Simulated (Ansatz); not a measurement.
# KF: convergence with the PAW cutoff

An exercise on one series of results from a longer session: the logs are not shown, and one member is left open.

Method: DFT, PBE, PAW with Ansatz's default frozen-core files, scalar-relativistic, in Ansatz 0.2.0.

1 further run of the same task is left out (it didn't finish). Runs told in other sessions of the task aren't counted.

## The starting structure

The structure is cubic, space group Fm-3m (No. 225). The conventional cell has a = 5.347 Å, b = 5.347 Å, c = 5.347 Å, α = 90.00°, β = 90.00°, γ = 90.00°. K (site symmetry m-3m) is surrounded by 6 F at 2.67 Å. F (site symmetry m-3m) is surrounded by 6 K at 2.67 Å.

Coordinates:

```
K F
1.0
     0.00000    2.67350    2.67350
     2.67350    0.00000    2.67350
     2.67350    2.67350    0.00000
K F
1 1
Direct
  0.00000 0.00000 0.00000
  0.50000 0.50000 0.50000
```

The cell comes from a crystallographic database entry that wasn't checked; take it as a given geometry, which may be far from equilibrium.

Atoms are numbered in the order of the input: K1, F2.

The first run:

File input.yaml:

```yaml
crystal:
  lattice:
    - [0.0, 2.6735, 2.6735]
    - [2.6735, 0.0, 2.6735]
    - [2.6735, 2.6735, 0.0]
  atoms:
    - { symbol: K, position: [0.0, 0.0, 0.0] }
    - { symbol: F, position: [0.5, 0.5, 0.5] }
kpoints:
  mp_grid: { grid: [9, 9, 9] }
scf:
  occupations: { method: fermi_dirac, width: 0.01 }
hamiltonian:
  xc: pbe
  pseudopotentials: { kind: paw }
output:
  forces: true
  stress: true
  eigenvalues: true
  efg: { contact_densities: true }
basis:
  ecutwfc: 250
```

Run with:

```console
> ansatz run input.yaml --threads 1 --pin off --max-ram 2048MiB --backend cpu --events-out ev --progress --plain --runs-dir out
```

Steps of the session up to this table: With PAW files, cutoff 250 eV; With PAW files, cutoff 300 eV; With PAW files, cutoff 500 eV; With PAW files, cutoff 600 eV; With PAW files, cutoff 800 eV.

One of the session's tables, all rows but one given; the rest of the session is left out.

It belongs to the step «The sweep in one table». 

```
cutoff (eV)  pressure (GPa)
        250            0.73
        300               ?
        500            1.32
        600            1.32
        800            1.32
```

**Question.** Estimate the row for cutoff (eV) = 300.

Worked estimate for «pressure (GPa)». A straight line through the neighbours (250, 0.73) and (500, 1.32) gives 0.73 + (1.32 − 0.73) × (300 − 250) / (500 − 250) = 0.85; a parabola fitted to 3 rows on both sides gives 0.92.

As computed: pressure (GPa): 1.17. In «pressure (GPa)» the line misses by -0.32 and the parabola by -0.25. Between these rows the values bend or scatter more than so simple an estimate can follow.

Energies are those extrapolated to zero smearing.

Limits of these values: Warnings in the runs' records: cutoff below recommended.
